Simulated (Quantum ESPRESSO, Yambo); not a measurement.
Planning a run of Yambo 5.3.0 on NaCl (Fm-3m). The input:

```
HF_and_locXC
gw0
dyson
ppa
em1d
rim_cut
RandQpts= 1000000
RandGvec= 1 RL
EXXRLvcs= 76 Ry
VXCRLvcs= 304 Ry
Chimod= "HARTREE"
% BndsRnXp
 1 | 193 |
%
NGsBlkXp= 15.5 Ry
% LongDrXp
 1 | 1 | 1 |
%
% GbndRnge
 1 | 193 |
%
DysSolver= "n"
ExtendOut
PPAPntXp= 27.21138 eV
% QPkrange
 1 | 8 | 6 | 13 |
%
```

The database entry behind the starting cell differs from later determinations by our own check (an axis about 0.4 % short against later determinations), so it need not match the best structure at ambient conditions.

```sh
OMP_NUM_THREADS=1 mpirun -n 4 yambo -F gw1.in -J gw1 -C gw1 > gw1.log
```

The stored states that it reads are on a 4×4×4 mesh. It takes space group Fm-3m (No. 225, cubic). The conventional cell has a = 5.620 Å, b = 5.620 Å, c = 5.620 Å, α = 90.00°, β = 90.00°, γ = 90.00°. Na has 6 Cl at 2.81 Å nearest. Cl has 6 Na at 2.81 Å nearest. Farther neighbours and most contacts between anions are not listed.

Q: Estimate wall time and host memory on 4 MPI ranks of Arm Neoverse V1, shared host.

It took 15 min; on shared hardware allow 7.4 min to 29 min. Peak host memory was 1.8 GiB.

The screening grows as filled bands × empty bands × pairs of k points, times the square of the screening basis for the matrix.

[Paths, hosts, dates, memory and timing lines, banners, echoed tables and standing remarks are left out of the program output.]

[Logs are printed without paths, hosts, clocks, repeated set-up lines and the standing remarks that a program may print on its own settings, such as how far it seeks lower states.]

[Runs of the session that timed out or met a known fault of the program may be left out.]

[Hosts, paths, dates, database ids (printed as entryN), source tags and the programs' standing remarks are cut or masked in the printed files.]
